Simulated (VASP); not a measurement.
# FeO (Wuestite) (Fm-3m) in VASP: a series of runs

Aim: see how the results for FeO (Wuestite) move with the level of theory and the settings. Levels: LDA, HF. Tasks: single point, atomic charges.

Everything below comes from runs of VASP 6.6.1. Logs are shortened: lines on timing, memory, paths and dates and some standing lists are left out, and cuts for length are marked.

## Step 1: The structure

It takes space group Fm-3m (No. 225, cubic). The conventional cell has a = 4.311 Å, b = 4.311 Å, c = 4.311 Å, α = 90.00°, β = 90.00°, γ = 90.00°. Around Fe (site symmetry m-3m) lie 6 O at 2.16 Å. O (site symmetry m-3m) has 6 Fe at 2.16 Å as nearest neighbours.

## Step 2: Single point, LDA, collinear spin, ferromagnetic start

The input, INCAR:

```
PREC     = Accurate       # precision mode
ENCUT    = 700            # plane-wave cutoff, eV
EDIFF    = 1E-7           # SCF threshold, eV
ISMEAR   = 0              # smearing method
SIGMA    = 0.05           # smearing width, eV
LREAL    = False          # projectors in reciprocal space
LASPH    = True           # aspherical terms in the spheres
NELM     = 100            # most SCF steps
ALGO     = Normal         # electronic algorithm
ISIF     = 2              # what is computed and relaxed
LWAVE    = False          # write WAVECAR
LCHARG   = False          # write CHGCAR
ISPIN    = 2              # spin polarisation
MAGMOM   = 3 0            # initial moments
LORBIT   = 11             # projections on sites
LMAXMIX  = 4              # l up to which the mixer works
NBANDS   = 18             # bands
ADDGRID  = False
```

The input, KPOINTS:

```
Automatic mesh
0
Gamma
  11 11 11
```

The input, POSCAR:

```
FeO
1.0
    0.0000000000      2.1554000000      2.1554000000
    2.1554000000      0.0000000000      2.1554000000
    2.1554000000      2.1554000000      0.0000000000
Fe O
1 1
Direct
    0.0000000000      0.0000000000      0.0000000000
    0.5000000000      0.5000000000      0.5000000000
```

Potentials or basis: VASP PAW LDA potentials, release 64 (Fe, O).

The run is started by

```bash
cat potpaw_LDA.64/Fe/POTCAR potpaw_LDA.64/O/POTCAR > POTCAR
mpirun -np 1 vasp_std > vasp.out
```

OUTCAR:

```text
PREC = Accurate
   ENCUT = 700
   EDIFF = 1E-7
   ISMEAR = 0
   LREAL = False
   LASPH = True
   NELM = 100
   ISIF = 2
   ISPIN = 2
   LORBIT = 11

 Found     56 irreducible k-points:

 Following reciprocal coordinates:
            Coordinates               Weight
  0.000000  0.000000  0.000000      1.000000
  0.090909  0.000000  0.000000      8.000000
  0.181818  0.000000  0.000000      8.000000
  0.272727  0.000000  0.000000      8.000000
  0.363636  0.000000  0.000000      8.000000
  0.454545  0.000000  0.000000      8.000000
   k-points           NKPTS =     56   k-points in BZ     NKDIM =     56   number of bands    NBANDS=     18
   number of dos      NEDOS =    301   number of ions     NIONS =      2
   total plane-waves  NPLWV =  21952
   dimension x,y,z NGX =    28 NGY =   28 NGZ =   28
   dimension x,y,z NGXF=    56 NGYF=   56 NGZF=   56
   ions per type =               1   1
   NGX,Y,Z   is equivalent  to a cutoff of  15.27, 15.27, 15.27 a.u.
   NGXF,Y,Z  is equivalent  to a cutoff of  30.54, 30.54, 30.54 a.u.
 SYSTEM =  unknown system
   PREC   = accura    normal or accurate (medium, high low for compatibility)
   ISTART =      0    job   : 0-new  1-cont  2-samecut
   ICHARG =      2    charge: 1-file 2-atom 10-const
   ISPIN  =      2    spin polarized calculation?
   LNONCOLLINEAR =      F non collinear calculations
   LSORBIT =      F    spin-orbit coupling
   LASPH  =      T    aspherical Exc in radial PAW
   ENCUT  =  700.0 eV  51.45 Ry    7.17 a.u.   6.58  6.58  6.58*2*pi/ulx,y,z
   NELM   =    100;   NELMIN=  2; NELMDL= -5     # of ELM steps
   EDIFF  = 0.1E-06   stopping-criterion for ELM
   LREAL  =      F    real-space projection
   EDIFFG = 0.1E-05   stopping-criterion for IOM
   NSW    =      0    number of steps for IOM
   IBRION =     -1    ionic relax: 0-MD 1-quasi-New 2-CG
   NFREE  =      0    steps in history (QN), initial steepest desc. (CG)
   ISIF   =      2    stress and relaxation
   ISYM   =      2    0-nonsym 1-usesym 2-fastsym
   POTIM  = 0.5000    time-step for ionic-motion
   TEBEG  =    0.0;   TEEND  =   0.0 temperature during run
   PSTRESS=    0.0 pullay stress
   NELECT =      14.0000    total number of electrons
   NUPDOWN=      -1.0000    fix difference up-down
   EMIN   =  10.00;   EMAX   =-10.00  energy-range for DOS
   EFERMI =   0.00;   METHOD = LEGACY
   ISMEAR =     0;   SIGMA  =   0.05  broadening in eV -4-tet -1-fermi 0-gaus
   EFERMI_NEDOS =   21; number of points for ismear=-14 and -15
   IALGO  =     38    algorithm
   IMIX   =      4    mixing-type and parameters
     AMIX     =   0.40;   BMIX     =  1.00
     AMIX_MAG =   1.60;   BMIX_MAG =  1.00
  volume/ion in A,a.u.               =      10.01        67.57
  Fermi-wavevector in a.u.,A,eV,Ry     =   1.452935  2.745650 28.722187  2.111021
  Thomas-Fermi vector in A             =   2.570260
   LORBIT       =     11    0 simple, 1 ext, 2 COOP (PROOUT), +10 PAW based schemes
   GGA     = CA    functional components
   LHFCALC =     F    Hartree Fock is set to
   AEXX    =    0.0000 exact exchange contribution
   IVDW    =     0    specifies the selected vdW correction
   LEPSILON=     F    determine dielectric tensor
   LRPA    =     F    only Hartree local field effects (RPA)
 spin polarized calculation
 Gauss-broadening in eV      SIGMA  =   0.05
  energy-cutoff  :      700.00
  volume of cell :       20.03
 maximum number of plane-waves:       869
   NGX = 13   NGY = 13   NGZ = 13

 number of electron      14.0000000 magnetization       3.9994458

 Free energy of the ion-electron system (eV)
  ---------------------------------------------------
  ext. energy  EPLUGINS =         0.00000000
  ---------------------------------------------------
  free energy    TOTEN  =       -16.40737136 eV

  energy without entropy =      -16.40515304  energy(sigma->0) =      -16.40626220

 E-fermi :   5.8157     XC(G=0): -12.6221

 val. band max:        5.8119789220   @ k =  -0.3636   0.2727   0.0909
 cond. band min:       5.8214611496   @ k =  -0.1818   0.0909   0.0000
 fundamental gap:      0.0094822276
 Fermi energy:         5.8156645594

 spin component 1

 k-point     1 :       0.0000    0.0000    0.0000
  band No.  band energies     occupation
      1     -14.5487      1.00000
      2       2.0818      1.00000
      3       2.0818      1.00000
      4       2.0818      1.00000
      5       2.1960      1.00000
      6       2.1960      1.00000
[... 10 lines left out ...]
     17      26.4021      0.00000
     18      29.5171      0.00000

 k-point     2 :       0.0909    0.0000    0.0000
  band No.  band energies     occupation
      1     -14.4639      1.00000
      2       1.2164      1.00000
      3       1.3756      1.00000
      4       1.3756      1.00000
      5       2.2850      1.00000
      6       2.2850      1.00000
[... 10 lines left out ...]
     17      27.4021      0.00000
     18      30.8079      0.00000

 k-point     3 :       0.1818    0.0000    0.0000
  band No.  band energies     occupation
      1     -14.2273      1.00000
      2      -0.0427      1.00000
      3       0.6229      1.00000
      4       0.6229      1.00000
      5       2.4513      1.00000
      6       2.4513      1.00000
[... 10 lines left out ...]
     17      29.7045      0.00000
     18      32.9135      0.00000

 k-point     4 :       0.2727    0.0000    0.0000
  band No.  band energies     occupation
      1     -13.8947      1.00000
      2      -1.2779      1.00000
      3       0.0118      1.00000
      4       0.0118      1.00000
      5       2.6759      1.00000
      6       2.6759      1.00000
[... 10 lines left out ...]
     17      31.5961      0.00000
     18      34.0911      0.00000

 k-point     5 :       0.3636    0.0000    0.0000
  band No.  band energies     occupation
      1     -13.5608      1.00000
      2      -2.2559      1.00000
      3      -0.4163      1.00000
      4      -0.4163      1.00000
      5       2.8906      1.00000
      6       2.8906      1.00000
[... 10 lines left out ...]
     17      30.7968      0.00000
     18      33.4975      0.00000

 k-point     6 :       0.4545    0.0000    0.0000
  band No.  band energies     occupation
      1     -13.3464      1.00000
      2      -2.8018      1.00000
      3      -0.6364      1.00000
      4      -0.6364      1.00000
      5       3.0223      1.00000
      6       3.0223      1.00000
[... 10 lines left out ...]
     17      29.7298      0.00000
     18      32.2606      0.00000

 [... further k-points ...]

 spin component 2

 k-point     1 :       0.0000    0.0000    0.0000
  band No.  band energies     occupation
      1     -13.9729      1.00000
      2       2.6952      1.00000
      3       2.6952      1.00000
      4       2.6952      1.00000
      5       5.0719      1.00000
      6       5.0719      1.00000
[... 10 lines left out ...]
     17      27.6884      0.00000
     18      30.6620      0.00000

 k-point     2 :       0.0909    0.0000    0.0000
  band No.  band energies     occupation
      1     -13.8873      1.00000
      2       2.0476      1.00000
      3       2.4315      1.00000
      4       2.4315      1.00000
      5       5.1752      1.00000
      6       5.1752      1.00000
[... 10 lines left out ...]
     17      28.6054      0.00000
     18      31.9971      0.00000

 k-point     3 :       0.1818    0.0000    0.0000
  band No.  band energies     occupation
      1     -13.6485      1.00000
      2       0.7896      1.00000
      3       1.8867      1.00000
      4       1.8867      1.00000
      5       5.4006      1.00000
      6       5.4123      1.00000
[... 10 lines left out ...]
     17      30.6893      0.00000
     18      34.0973      0.00000

 k-point     4 :       0.2727    0.0000    0.0000
  band No.  band energies     occupation
      1     -13.3127      1.00000
      2      -0.4713      1.00000
      3       1.3485      1.00000
      4       1.3485      1.00000
      5       5.6969      0.99961
      6       5.7145      0.99788
[... 10 lines left out ...]
     17      32.3607      0.00000
     18      35.0638      0.00000

 k-point     5 :       0.3636    0.0000    0.0000
  band No.  band energies     occupation
      1     -12.9756      1.00000
      2      -1.4718      1.00000
      3       0.9455      1.00000
      4       0.9455      1.00000
      5       6.0025      0.00000
      6       6.0025      0.00000
[... 10 lines left out ...]
     17      31.4069      0.00000
     18      34.2553      0.00000

 k-point     6 :       0.4545    0.0000    0.0000
  band No.  band energies     occupation
      1     -12.7591      1.00000
      2      -2.0303      1.00000
      3       0.7330      1.00000
      4       0.7330      1.00000
      5       6.1804      0.00000
      6       6.1804      0.00000
[... 10 lines left out ...]
     17      30.2659      0.00000
     18      32.9160      0.00000

 [... further k-points ...]

------------------------ aborting loop because EDIFF is reached ----------------------------------------

  FORCE on cell =-STRESS in cart. coord.  units (eV):
  Direction    XX          YY          ZZ          XY          YZ          ZX
  --------------------------------------------------------------------------------------
  -------------------------------------------------------------------------------------
  Total       -1.9502127     -1.9502127     -1.9502127      0.0000000     -0.0000000      0.0000000
  in kB     -156.0195149   -156.0195149   -156.0195149      0.0000000     -0.0000000      0.0000000
  external PRESSURE =    -156.0195149 kB  Pullay stress =       0.0000000 kB

 VOLUME and BASIS-vectors are now :
 -----------------------------------------------------------------------------
  energy-cutoff  :      700.00
  volume of cell :       20.03
      direct lattice vectors                 reciprocal lattice vectors
     0.000000000  2.155400000  2.155400000    -0.231975503  0.231975503  0.231975503
     2.155400000  0.000000000  2.155400000     0.231975503 -0.231975503  0.231975503
     2.155400000  2.155400000  0.000000000     0.231975503  0.231975503 -0.231975503

 POSITION                                       TOTAL-FORCE (eV/Angst)
 -----------------------------------------------------------------------------------
      0.00000      0.00000      0.00000        -0.000000      0.000000     -0.000000
      2.15540      2.15540      2.15540         0.000000     -0.000000      0.000000
 -----------------------------------------------------------------------------------
    total drift:                                0.000000      0.000000      0.000000

  FREE ENERGIE OF THE ION-ELECTRON SYSTEM (eV)
  ---------------------------------------------------
  free  energy   TOTEN  =       -16.4073713631 eV

  energy  without entropy=      -16.4051530448  energy(sigma->0) =      -16.40626220

 total charge

# of ion       s       p       d       tot
------------------------------------------
    1        0.293   0.364   6.108   6.765
    2        1.540   3.412   0.000   4.952
--------------------------------------------------
tot          1.833   3.776   6.108  11.717

 magnetization (x)

# of ion       s       p       d       tot
------------------------------------------
    1        0.024   0.021   3.530   3.576
    2        0.030   0.288   0.000   0.318
--------------------------------------------------
tot          0.055   0.309   3.530   3.894
```

Run time: 68 s. Hardware: 1 thread of Intel Xeon Platinum 8375C at 2.90GHz (Ice Lake), shared host; peak memory 0.18 GiB.

These settings aren't checked as converged: the numbers below hold their error.

Results:

```
Free energy                                           : -16.4074 eV
Pressure                                              : -15.6 GPa
Band gap on the k mesh                                : none (metal or under the smearing width)
Net moment                                            : 4.00 μB per cell
Site moments                                          : Fe +3.58; O +0.32 μB
Valence electrons inside the program's atomic spheres : Fe 6.76; O 4.95
```

Caveat: a cell with one magnetic atom can't hold antiferromagnetic order, which such compounds often take; semilocal functionals often make such compounds metallic where correlation or magnetic order opens a gap, which also shifts bond lengths.

[end of part 1 of 2]
